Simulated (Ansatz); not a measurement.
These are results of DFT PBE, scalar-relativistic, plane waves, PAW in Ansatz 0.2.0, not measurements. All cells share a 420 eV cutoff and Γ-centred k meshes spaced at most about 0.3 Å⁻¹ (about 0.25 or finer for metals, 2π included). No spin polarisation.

All energies are static (0 K, no zero-point motion).

Two relaxed structures of Hf₂H₅:

1.

```
Hf H
1.0
    -2.40399    2.40399    4.64734
     2.40399   -2.40399    4.64734
     2.40399    2.40399   -4.64734
Hf H
4 10
Direct
  0.24360 0.24360 0.00000
  0.75640 0.75640 0.00000
  0.50640 0.00641 0.50000
  0.99360 0.49360 0.50000
  0.87500 0.39536 0.02036
  0.14536 0.62500 0.02036
  0.37500 0.39536 0.52036
  0.75000 0.25000 0.50000
  0.60464 0.62500 0.47964
  0.60464 0.12500 0.97964
  0.87500 0.85464 0.47964
  0.14536 0.12500 0.52036
  0.37500 0.85464 0.97964
  0.00000 0.00000 0.00000
```

2.

```
Hf H
1.0
     2.89166   -1.77399    0.00000
     2.89166    1.77399    0.00000
    -2.11064    0.00000    5.36749
Hf H
2 5
Direct
  0.16864 0.34220 0.25183
  0.65780 0.83136 0.74817
  0.03018 0.22858 0.87500
  0.77142 0.96982 0.12500
  0.48396 0.76828 0.36708
  0.23172 0.51604 0.63292
  0.76528 0.23472 0.50000
```

**Question.** Which form is favoured at zero pressure, and by what margin per atom?

**Answer.** They are level within the accuracy (3 meV/atom apart, with cell 1 the lower in these runs). Cell 1 has space group I4_1/amd (No. 141), 7.7 Å³/atom and no gap on its mesh; cell 2 has space group C2 (No. 5), 7.9 Å³/atom and no gap. Counting H atoms around Hf (those within 1.25 times the shortest such distance or 1.15 times the sum of covalent radii), cell 1 has Hf 11 and cell 2 has Hf 9. In cell 1, around Hf lie 8 H at 2.04–2.09 Å, 1 H at 2.26 Å and 2 H at 2.40 Å; H on a site of symmetry 2 is surrounded by 4 Hf at 2.04–2.09 Å, 7 H at 2.12–2.40 Å and 1 H at 2.60 Å; around H on a site of symmetry -4m2 lie 8 H at 2.12 Å, 2 Hf at 2.26 Å and 4 Hf at 2.40 Å. In cell 2, Hf has 8 H at 1.96–2.15 Å, 1 H at 2.29 Å, 1 H at 2.46 Å, 1 H at 2.80 Å and 10 Hf at 3.20–3.39 Å; H on a site of symmetry 1 is surrounded by 4 Hf at 2.02–2.15 Å, 1 H at 2.07 Å and 6 H at 2.29–2.52 Å; H on a second site of symmetry 1 is surrounded by 1 H at 1.90 Å, 3 Hf at 1.96–2.06 Å, 1 H at 2.04 Å, 1 Hf at 2.29 Å and 7 H at 2.29–2.52 Å; 1 more site not described. Both come from invented guesses. The lowest form computed isn't among them: it has space group P-3m1 (No. 164), 10.5 Å³/atom and lies 6 meV/atom below the best shown.

The k mesh leaves some 4 meV/atom of noise in the energy of each metallic cell. These runs have no spin–orbit coupling, which can matter for Hf. With hydrogen, zero-point motion can shift such differences by 10 meV/atom or more. Cells relaxed within their symmetry can be saddle points. Some types were kept out of the candidates beforehand, so the set may lack a known form.
